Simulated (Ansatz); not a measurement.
## Cu2O (Cuprite): band structure with PBE

**Experimental background.**

From “Importance of surface oxygen vacancies for ultrafast hot carrier relaxation and transport in Cu2O”, 2021, arxiv:2103.03167, for a bulk crystal of Cu2O: band gap 2.17 eV (direct).

Cu2O (Cuprite):

```
Cu O
1.0
     4.26000    0.00000    0.00000
     0.00000    4.26000    0.00000
     0.00000    0.00000    4.26000
Cu O
4 2
Direct
  0.75000 0.25000 0.75000
  0.75000 0.75000 0.25000
  0.25000 0.75000 0.75000
  0.25000 0.25000 0.25000
  0.50000 0.50000 0.50000
  0.00000 0.00000 0.00000
```

```yaml
Program: Ansatz 0.2.0
Task: band structure
Functional: PBE
Potentials_or_basis: SPMS NC
Cutoff: "1034 eV (not typed: the program's choice for these potentials)"
k_mesh: 6 × 6 × 6
Occupations: fermi-dirac, width 0.05 eV
Spin: no spin polarisation
Path: "[[\"G\", \"X\", \"M\", \"G\", \"R\", \"X\"], [\"M\", \"R\"]]"
Points_for_each_segment_of_the_path: 14
```

- Pressure: 3.6 GPa
- Band gap on the k mesh: 0.47 eV, direct
- Band gap along the path: 0.47 eV, direct

Levels at the corners of the path, in eV from the valence-band top:
```
point  band 42  band 43  band 44  band 45  band 46  band 47
    Γ     0.00     0.00     0.00     0.47     1.18     1.18
    X    -1.18    -0.41    -0.41     2.19     2.19     4.21
    M    -1.19    -0.66    -0.66     1.88     1.88     3.77
    Γ     0.00     0.00     0.00     0.47     1.18     1.18
    R    -0.53    -0.53    -0.53     2.38     2.38     2.38
    X    -1.18    -0.41    -0.41     2.19     2.19     4.21
    M    -1.19    -0.66    -0.66     1.88     1.88     3.77
    R    -0.53    -0.53    -0.53     2.38     2.38     2.38
```

It took 40 s on 2 threads of Arm Neoverse V1 (shared host), peak memory 0.98 GiB.

A measured gap of Cu2O is 2.17 eV (direct; quoted in “Importance of surface oxygen vacancies for ultrafast hot carrier relaxation and transport in Cu2O”, 2021, arxiv:2103.03167); the calculated 0.47 eV misses it by -1.70 eV. So large a miss can be the level of theory's own, or it may mean another phase, state or a wrong row. The value is that of PBE, without temperature or zero-point motion. Semilocal functionals fall short of measured gaps as a rule.
